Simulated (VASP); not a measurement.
# BaTe (Fm-3m) in VASP: notebook

The runs below take BaTe through single point, with PBEsol.

Program: VASP 6.6.1. These are calculated values, not measurements. Logs are shortened: lines on timing, memory, paths and dates and some standing lists are left out, and cuts for length are marked.

## (1) Starting point

Symmetry: Fm-3m, No. 225, cubic system. The conventional cell has a = 6.820 Å, b = 6.820 Å, c = 6.820 Å, α = 90.00°, β = 90.00°, γ = 90.00°. Ba (site symmetry m-3m) is surrounded by 6 Te at 3.41 Å. Around Te (site symmetry m-3m) lie 6 Ba at 3.41 Å.

## (2) Single point, PBEsol

Contents of INCAR:

```
PREC = Accurate
ENCUT = 520
EDIFF = 1E-6
ISMEAR = 0
SIGMA = 0.1
LREAL = False
LASPH = True
NELM = 100
ALGO = Normal
ISIF = 2
LWAVE = False
LCHARG = True
GGA = PS
LELF = True
LVHAR = True
NBANDS = 15
```

Contents of KPOINTS:

```
regular mesh
0
Gamma
  4 4 4
```

Contents of POSCAR:

```
BaTe
1.0
    0.0000000000      3.4100000000      3.4100000000
    3.4100000000      0.0000000000      3.4100000000
    3.4100000000      3.4100000000      0.0000000000
Ba Te
1 1
Direct
    0.0000000000      0.0000000000      0.0000000000
    0.5000000000      0.5000000000      0.5000000000
```

Potentials or basis: VASP PAW PBE potentials, release 64 (Ba_sv, Te).

Started as:

```
> cat potpaw_PBE.64/Ba_sv/POTCAR potpaw_PBE.64/Te/POTCAR > POTCAR
> mpirun -np 1 vasp_std > vasp.out
```

OUTCAR:

```text
PREC = Accurate
   ENCUT = 520
   EDIFF = 1E-6
   ISMEAR = 0
   LREAL = False
   LASPH = True
   NELM = 100
   ISIF = 2
   GGA = PS

 ion  position               nearest neighbor table
   1  0.000  0.000  0.000-   2 3.41   2 3.41   2 3.41   2 3.41   2 3.41   2 3.41
   2  0.500  0.500  0.500-   1 3.41   1 3.41   1 3.41   1 3.41   1 3.41   1 3.41

  LATTYP: Found a face centered cubic cell.
 ALAT       =     6.8200000000

  Lattice vectors:

 A1 = (   0.0000000000,   3.4100000000,   3.4100000000)
 A2 = (   3.4100000000,   0.0000000000,   3.4100000000)
 A3 = (   3.4100000000,   3.4100000000,   0.0000000000)

Analysis of symmetry for initial positions (statically):
=====================================================================
 Subroutine PRICEL returns:
 Original cell was already a primitive cell.

 Routine SETGRP: Setting up the symmetry group for a
 face centered cubic supercell.

 Subroutine GETGRP returns: Found 48 space group operations
 (whereof 48 operations were pure point group operations)
 out of a pool of 48 trial point group operations.

The static configuration has the point symmetry O_h .

Analysis of symmetry for dynamics (positions and initial velocities):
=====================================================================
 Subroutine PRICEL returns:
 Original cell was already a primitive cell.

 Routine SETGRP: Setting up the symmetry group for a
 face centered cubic supercell.

 Subroutine GETGRP returns: Found 48 space group operations
 (whereof 48 operations were pure point group operations)
 out of a pool of 48 trial point group operations.

The dynamic configuration has the point symmetry O_h .

 Subroutine INISYM returns: Found 48 space group operations
 (whereof 48 operations are pure point group operations),
 and found     1 'primitive' translations

----------------------------------------------------------------------------------------

                                     Primitive cell

  volume of cell :      79.3036

  direct lattice vectors                    reciprocal lattice vectors
     0.000000000  3.410000000  3.410000000    -0.146627566  0.146627566  0.146627566
     3.410000000  0.000000000  3.410000000     0.146627566 -0.146627566  0.146627566
     3.410000000  3.410000000  0.000000000     0.146627566  0.146627566 -0.146627566

  length of vectors
     4.822468248  4.822468248  4.822468248     0.253966394  0.253966394  0.253966394

  position of ions in fractional coordinates (direct lattice)
     0.000000000  0.000000000  0.000000000
     0.500000000  0.500000000  0.500000000

  ion indices of the primitive-cell ions
   primitive index   ion index
                 1           1
                 2           2

----------------------------------------------------------------------------------------

 KPOINTS: regular mesh

Automatic generation of k-mesh.
 Grid dimensions read from file:
 generate k-points for:    4    4    4

 Generating k-lattice:

  Cartesian coordinates                     Fractional coordinates (reciprocal lattice)
    -0.036656891  0.036656891  0.036656891     0.250000000  0.000000000  0.000000000
     0.036656891 -0.036656891  0.036656891     0.000000000  0.250000000  0.000000000
     0.036656891  0.036656891 -0.036656891     0.000000000  0.000000000  0.250000000

  Length of vectors
     0.063491599  0.063491599  0.063491599

  Shift w.r.t. Gamma in fractional coordinates (k-lattice)
     0.000000000  0.000000000  0.000000000

 Subroutine IBZKPT returns following result:
 ===========================================

 Found      8 irreducible k-points:

 Following reciprocal coordinates:
            Coordinates               Weight
  0.000000  0.000000  0.000000      1.000000
  0.250000  0.000000  0.000000      8.000000
  0.500000  0.000000  0.000000      4.000000
  0.250000  0.250000  0.000000      6.000000
  0.500000  0.250000  0.000000     24.000000
 -0.250000  0.250000  0.000000     12.000000
  0.500000  0.500000  0.000000      3.000000
 -0.250000  0.500000  0.250000      6.000000
   k-points           NKPTS =      8   k-points in BZ     NKDIM =      8   number of bands    NBANDS=     15
   number of dos      NEDOS =    301   number of ions     NIONS =      2
   total plane-waves  NPLWV =  46656
   dimension x,y,z NGX =    36 NGY =   36 NGZ =   36
   dimension x,y,z NGXF=    72 NGYF=   72 NGZF=   72
   ions per type =               1   1
   NGX,Y,Z   is equivalent  to a cutoff of  12.41, 12.41, 12.41 a.u.
   NGXF,Y,Z  is equivalent  to a cutoff of  24.82, 24.82, 24.82 a.u.
 SYSTEM =  unknown system
   PREC   = accura    normal or accurate (medium, high low for compatibility)
   ISTART =      0    job   : 0-new  1-cont  2-samecut
   ICHARG =      2    charge: 1-file 2-atom 10-const
   ISPIN  =      1    spin polarized calculation?
   LNONCOLLINEAR =      F non collinear calculations
   LSORBIT =      F    spin-orbit coupling
   LASPH  =      T    aspherical Exc in radial PAW
   ENCUT  =  520.0 eV  38.22 Ry    6.18 a.u.   8.97  8.97  8.97*2*pi/ulx,y,z
   NELM   =    100;   NELMIN=  2; NELMDL= -5     # of ELM steps
   EDIFF  = 0.1E-05   stopping-criterion for ELM
   LREAL  =      F    real-space projection
   EDIFFG = 0.1E-04   stopping-criterion for IOM
   NSW    =      0    number of steps for IOM
   IBRION =     -1    ionic relax: 0-MD 1-quasi-New 2-CG
   NFREE  =      0    steps in history (QN), initial steepest desc. (CG)
   ISIF   =      2    stress and relaxation
   ISYM   =      2    0-nonsym 1-usesym 2-fastsym
   POTIM  = 0.5000    time-step for ionic-motion
   TEBEG  =    0.0;   TEEND  =   0.0 temperature during run
   PSTRESS=    0.0 pullay stress
   NELECT =      16.0000    total number of electrons
   NUPDOWN=      -1.0000    fix difference up-down
   EMIN   =  10.00;   EMAX   =-10.00  energy-range for DOS
   EFERMI =   0.00;   METHOD = LEGACY
   ISMEAR =     0;   SIGMA  =   0.10  broadening in eV -4-tet -1-fermi 0-gaus
   EFERMI_NEDOS =   21; number of points for ismear=-14 and -15
   IALGO  =     38    algorithm
   IMIX   =      4    mixing-type and parameters
     AMIX     =   0.40;   BMIX     =  1.00
     AMIX_MAG =   1.60;   BMIX_MAG =  1.00
  volume/ion in A,a.u.               =      39.65       267.58
  Fermi-wavevector in a.u.,A,eV,Ry     =   0.960175  1.814468 12.543704  0.921936
  Thomas-Fermi vector in A             =   2.089436
   LORBIT       =      0    0 simple, 1 ext, 2 COOP (PROOUT), +10 PAW based schemes
   GGA     = PS    functional components
   LHFCALC =     F    Hartree Fock is set to
   AEXX    =    0.0000 exact exchange contribution
   IVDW    =     0    specifies the selected vdW correction
   LEPSILON=     F    determine dielectric tensor
   LRPA    =     F    only Hartree local field effects (RPA)
 non-spin polarized calculation
 Gauss-broadening in eV      SIGMA  =   0.10
  energy-cutoff  :      520.00
  volume of cell :       79.30
 maximum number of plane-waves:      2148
   NGX = 17   NGY = 17   NGZ = 17

 number of electron      16.0000000 magnetization

 Free energy of the ion-electron system (eV)
  ---------------------------------------------------
  ext. energy  EPLUGINS =         0.00000000
  ---------------------------------------------------
  free energy    TOTEN  =        -9.14043252 eV

  energy without entropy =       -9.14043252  energy(sigma->0) =       -9.14043252

 E-fermi :   3.2130     XC(G=0):  -8.7253

 val. band max:        2.6815691223   @ k =   0.0000   0.0000   0.0000
 cond. band min:       3.9085594537   @ k =   0.5000   0.5000   0.0000
 fundamental gap:      1.2269903315
 Fermi energy:         3.2130344089

 k-point     1 :       0.0000    0.0000    0.0000
  band No.  band energies     occupation
      1     -24.1290      2.00000
      2      -9.2881      2.00000
      3      -9.2881      2.00000
      4      -9.2881      2.00000
      5      -7.0801      2.00000
      6       2.6816      2.00000
      7       2.6816      2.00000
      8       2.6816      2.00000
      9       5.4686      0.00000
     10       5.4686      0.00000
     11       5.4686      0.00000
     12       5.7421      0.00000
     13       6.2028      0.00000
     14       6.2028      0.00000
     15       9.5025      0.00000

 k-point     2 :       0.2500    0.0000    0.0000
  band No.  band energies     occupation
      1     -24.1185      2.00000
      2      -9.6414      2.00000
      3      -9.2953      2.00000
      4      -9.2953      2.00000
      5      -6.5482      2.00000
      6       1.1437      2.00000
      7       1.8852      2.00000
      8       1.8852      2.00000
      9       5.6991      0.00000
     10       6.2580      0.00000
     11       6.2580      0.00000
     12       7.7838      0.00000
     13       7.9448      0.00000
     14       7.9448      0.00000
     15      11.1331      0.00000

 k-point     3 :       0.5000    0.0000    0.0000
  band No.  band energies     occupation
      1     -24.1080      2.00000
      2      -9.9091      2.00000
      3      -9.3022      2.00000
      4      -9.3022      2.00000
      5      -6.0739      2.00000
      6       0.1657      2.00000
      7       1.3636      2.00000
      8       1.3636      2.00000
      9       6.8511      0.00000
     10       7.5510      0.00000
     11       7.6719      0.00000
     12       7.6719      0.00000
     13       9.7478      0.00000
     14       9.7478      0.00000
     15      10.6544      0.00000
[... 55 lines left out ...]
 k-point     7 :       0.5000    0.5000    0.0000
  band No.  band energies     occupation
      1     -24.1013      2.00000
      2      -9.5853      2.00000
      3      -9.4064      2.00000
      4      -9.4064      2.00000
      5      -6.8482      2.00000
      6       1.5097      2.00000
      7       2.2961      2.00000
      8       2.2961      2.00000
      9       3.9086      0.00000
     10       7.2047      0.00000
     11       7.5563      0.00000
     12       8.6022      0.00000
     13       8.6485      0.00000
     14       8.6485      0.00000
     15      10.7124      0.00000

 k-point     8 :      -0.2500    0.5000    0.2500
  band No.  band energies     occupation
      1     -24.1012      2.00000
      2      -9.5220      2.00000
      3      -9.4965      2.00000
      4      -9.4965      2.00000
      5      -6.5436      2.00000
      6       1.2237      2.00000
      7       1.6675      2.00000
      8       1.6675      2.00000
      9       6.1316      0.00000
     10       6.1316      0.00000
     11       7.6670      0.00000
     12       8.0853      0.00000
     13       8.6634      0.00000
     14      11.2868      0.00000
     15      11.4038      0.00000

------------------------ aborting loop because EDIFF is reached ----------------------------------------

  FORCE on cell =-STRESS in cart. coord.  units (eV):
  Direction    XX          YY          ZZ          XY          YZ          ZX
  --------------------------------------------------------------------------------------
  -------------------------------------------------------------------------------------
  Total        1.2287930      1.2287930      1.2287930      0.0000000     -0.0000000     -0.0000000
  in kB       24.8253953     24.8253953     24.8253953      0.0000000     -0.0000000     -0.0000000
  external PRESSURE =      24.8253953 kB  Pullay stress =       0.0000000 kB

 VOLUME and BASIS-vectors are now :
 -----------------------------------------------------------------------------
  energy-cutoff  :      520.00
  volume of cell :       79.30
      direct lattice vectors                 reciprocal lattice vectors
     0.000000000  3.410000000  3.410000000    -0.146627566  0.146627566  0.146627566
     3.410000000  0.000000000  3.410000000     0.146627566 -0.146627566  0.146627566
     3.410000000  3.410000000  0.000000000     0.146627566  0.146627566 -0.146627566

 POSITION                                       TOTAL-FORCE (eV/Angst)
 -----------------------------------------------------------------------------------
      0.00000      0.00000      0.00000        -0.000000      0.000000     -0.000000
      3.41000      3.41000      3.41000         0.000000     -0.000000      0.000000
 -----------------------------------------------------------------------------------
    total drift:                                0.000000      0.000000      0.000000

  FREE ENERGIE OF THE ION-ELECTRON SYSTEM (eV)
  ---------------------------------------------------
  free  energy   TOTEN  =        -9.1404325182 eV

  energy  without entropy=       -9.1404325182  energy(sigma->0) =       -9.14043252
```

Wall time 11 s (1 thread of Intel Xeon Platinum 8259CL at 2.50GHz (Skylake/Cascade Lake), shared host); peak memory 0.2 GiB.

Results:

| Quantity | Value |
| --- | --- |
| Free energy | -9.1404 eV |
| Pressure | 2.5 GPa |
| Band gap on the k mesh | 1.23 eV, indirect (least direct gap 1.61 eV) |

Levels at points of the mesh, in eV from the valence-band top:
| k point | band 4 | band 5 | band 6 | band 7 | band 8 | band 9 | band 10 | band 11 | band 12 | band 13 |
| --- | --- | --- | --- | --- | --- | --- | --- | --- | --- | --- |
| (0.00, 0.00, 0.00) | -11.97 | -9.76 | 0.00 | 0.00 | 0.00 | 2.79 | 2.79 | 2.79 | 3.06 | 3.52 |
| (0.50, 0.00, 0.00) | -11.98 | -8.76 | -2.52 | -1.32 | -1.32 | 4.17 | 4.87 | 4.99 | 4.99 | 7.07 |
| (0.50, 0.50, 0.00) | -12.09 | -9.53 | -1.17 | -0.39 | -0.39 | 1.23 | 4.52 | 4.87 | 5.92 | 5.97 |

Caveat: the PAW data sets were made with another functional, which shifts forces and pressure a little; spin-orbit coupling is left out, which moves the levels of the heavy elements.

[end of part 1 of 2]
